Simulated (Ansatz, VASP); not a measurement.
**ZnS in VASP and in Ansatz**

The input POSCAR:

```
ZnS
1.0
   -0.0269451319      2.6945131942      2.6945131942
    2.6675680623      0.0000000000      2.6675680623
    2.6945131942      2.6945131942     -0.0269451319
Zn S
1 1
Direct
    0.0000000000      0.0000000000      0.0000000000
    0.7500000000      0.7500000000      0.7500000000
```

File INCAR.step1:

```
SYSTEM = ZnS
  ALGO = Normal
  EDIFF = 1E-4
  ENCUT = 520
  GGA = PE
  ISMEAR = 0
  LASPH = .True.
  LCHARG = .False.
  LREAL = .False.
  LWAVE = .True.
  NBANDS = 16
  NELM = 60
  PREC = Accurate
  SIGMA = 0.05
```

The input INCAR.step2:

```
SYSTEM = ZnS
  ALGO = Normal
  EDIFF = 1E-7
  ENCUT = 520
  ISIF = 2
  ISMEAR = 0
  ISTART = 1
  LASPH = .True.
  LCHARG = .False.
  LMIXTAU = .True.
  LREAL = .False.
  LWAVE = .False.
  METAGGA = R2SCAN
  NBANDS = 16
  NELM = 60
  PREC = Accurate
  SIGMA = 0.05
```

Contents of KPOINTS:

```
k-points
0
Gamma
  8 8 8
  0 0 0
```

Input for Ansatz:

```yaml
crystal:
  lattice:
    - [-0.0269451319, 2.6945131942, 2.6945131942]
    - [2.6675680623, 0.0, 2.6675680623]
    - [2.6945131942, 2.6945131942, -0.0269451319]
  atoms:
    - { symbol: Zn, position: [0.0, 0.0, 0.0] }
    - { symbol: S, position: [0.75, 0.75, 0.75] }
basis:
  ecutwfc: 500
kpoints:
  mp_grid: { grid: [8, 8, 8] }
hamiltonian:
  xc: r2scan
scf:
  occupations: { method: gaussian, width: 0.05 }
output:
  forces: true
  stress: true
  eigenvalues: true
  write_density: true
  write_potential: true
  elf: true
  volumetric_format: npy
```

Change from the starting cell: strain -0.0200 x Voigt [0, 0, 0, 0, 1, 0], atoms carried along.

Alike in both runs: task single point; functional r2SCAN; k mesh 8 × 8 × 8; occupations gaussian, width 0.05 eV; no spin polarisation.

|  | VASP | Ansatz |
| --- | --- | --- |
| version | VASP 6.6.1 | Ansatz 0.2.0 |
| potentials or method | VASP PAW PBE potentials, release 64 (Zn, S) | scalar-relativistic, plane waves, PAW |
| plane-wave cutoff (eV) | 520 | 500 |
| valence electrons in the cell | 18 | 18 |

Ansatz gave:

| Item | Value |
| --- | --- |
| gap on the k mesh at the Fermi level (eV) | 2.66 |
| least direct gap on the mesh (eV) | 2.66 |
| pressure (GPa) | 0.1 |
| largest component of the traceless stress (GPa) | 1.45 |
| rms of the force components (eV/Å) | 0.066 |

Question: Estimate VASP's values.

Answer: gap on the k mesh at the Fermi level (eV): 2.67; least direct gap on the mesh (eV): 2.67; pressure (GPa): 0.1; largest component of the traceless stress (GPa): 1.45; rms of the force components (eV/Å): 0.065.

Atom by atom the forces differ by 0.001 eV/Å (rms over components).

Caveats: the PAW data sets were made with another functional, which shifts forces and pressure a little (VASP).
